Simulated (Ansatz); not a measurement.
# Cu: the cost of one run

Method: DFT PBE, scalar-relativistic, plane waves, PAW, in Ansatz 0.2.0.

3 further runs of the same task are left out: 3 set aside as unsound or not needed.

### Step 1. Starting point

It takes space group Fm-3m (No. 225, cubic). Conventional cell: a = 3.630 Å, b = 3.630 Å, c = 3.630 Å, α = 90.00°, β = 90.00°, γ = 90.00°. Around Cu (site symmetry m-3m) lie 12 Cu at 2.57 Å.

Structure file:

```cif
data_structure
_symmetry_space_group_name_H-M 'P 1'
_symmetry_Int_Tables_number 1
_cell_length_a 2.5666
_cell_length_b 2.5666
_cell_length_c 2.5666
_cell_angle_alpha 60.000
_cell_angle_beta 60.000
_cell_angle_gamma 60.000
_cell_volume 11.96
loop_
_atom_site_label
_atom_site_type_symbol
_atom_site_fract_x
_atom_site_fract_y
_atom_site_fract_z
_atom_site_occupancy
Cu1 Cu 0.00000 0.00000 0.00000 1
```

It is the result of an earlier relaxation at this level (volume 11.96 Å³/atom; gap on the mesh: none (metal)).

### Step 2. Building the flat slab

A (111) slab of 4 planes in a 6×1 cell, the lower planes held; added atoms sit on lattice sites of the next plane. Energies count from bulk atoms, -6625.1754 eV an atom.

The cell holds 24 Cu: a = 15.400 Å, b = 2.567 Å, c = 20.383 Å, α = 90.00°, β = 90.00°, γ = 120.00°.

### Step 3. Relaxing it

File input.yaml:

```yaml
crystal:
  lattice:
    - [15.3997178123, 0.0, 0.0]
    - [-1.2833098177, 2.2227578061, 0.0]
    - [0.0, 0.0, 20.3825446274]
  atoms:
    - { symbol: Cu, position: [0.0, 0.0, 0.0735923815] }
    - { symbol: Cu, position: [0.0555555556, 0.6666666667, 0.1764076185] }
    - { symbol: Cu, position: [0.1111111111, 0.3333333333, 0.2792228555] }
    - { symbol: Cu, position: [0.1666666667, 1.0, 0.0735923815] }
    - { symbol: Cu, position: [0.2222222222, 0.6666666667, 0.1764076185] }
    - { symbol: Cu, position: [0.2777777778, 0.3333333333, 0.2792228555] }
    - { symbol: Cu, position: [0.3333333333, 1.0, 0.0735923815] }
    - { symbol: Cu, position: [0.3888888889, 0.6666666667, 0.1764076185] }
    - { symbol: Cu, position: [0.4444444444, 0.3333333333, 0.2792228555] }
    - { symbol: Cu, position: [0.5, 1.0, 0.0735923815] }
    - { symbol: Cu, position: [0.5555555556, 0.6666666667, 0.1764076185] }
    - { symbol: Cu, position: [0.6111111111, 0.3333333333, 0.2792228555] }
    - { symbol: Cu, position: [0.6666666667, 1.0, 0.0735923815] }
    - { symbol: Cu, position: [0.7222222222, 0.6666666667, 0.1764076185] }
    - { symbol: Cu, position: [0.7777777778, 0.3333333333, 0.2792228555] }
    - { symbol: Cu, position: [0.8333333333, 1.0, 0.0735923815] }
    - { symbol: Cu, position: [0.8888888889, 0.6666666667, 0.1764076185] }
    - { symbol: Cu, position: [0.9444444444, 0.3333333333, 0.2792228555] }
    - { symbol: Cu, position: [0.0, 0.0, 0.3820380925] }
    - { symbol: Cu, position: [0.1666666667, 0.0, 0.3820380925] }
    - { symbol: Cu, position: [0.3333333333, 0.0, 0.3820380925] }
    - { symbol: Cu, position: [0.5, 0.0, 0.3820380925] }
    - { symbol: Cu, position: [0.6666666667, 0.0, 0.3820380925] }
    - { symbol: Cu, position: [0.8333333333, 0.0, 0.3820380925] }
basis:
  ecutwfc: 420
kpoints:
  mp_grid: { grid: [3, 18, 1] }
hamiltonian:
  xc: pbe
scf:
  occupations: { method: gaussian, width: 0.1 }
output:
  forces: true
  eigenvalues: true
  populations: true
  write_density: true
  write_potential: true
  elf: true
  volumetric_format: npy
relax:
  adjacent_minimum: "off"
  f_tol: 0.02
  max_steps: 45
  constraints: [{ sites: [0, 1, 3, 4, 6, 7, 9, 10, 12, 13, 15, 16] }]
efield:
  axis: 3
  dipole_correction: true
  ramp_width: 0.04
```

The run is started by

```sh
$ ansatz run input.yaml --threads 4 --pin off --max-ram 11264MiB --backend cpu --events-out ev --progress --plain --runs-dir out
```

What time and memory should one allow on 4 threads of AMD EPYC (Zen 3), shared host?

About 20 min, with a peak of 5.1 GiB.
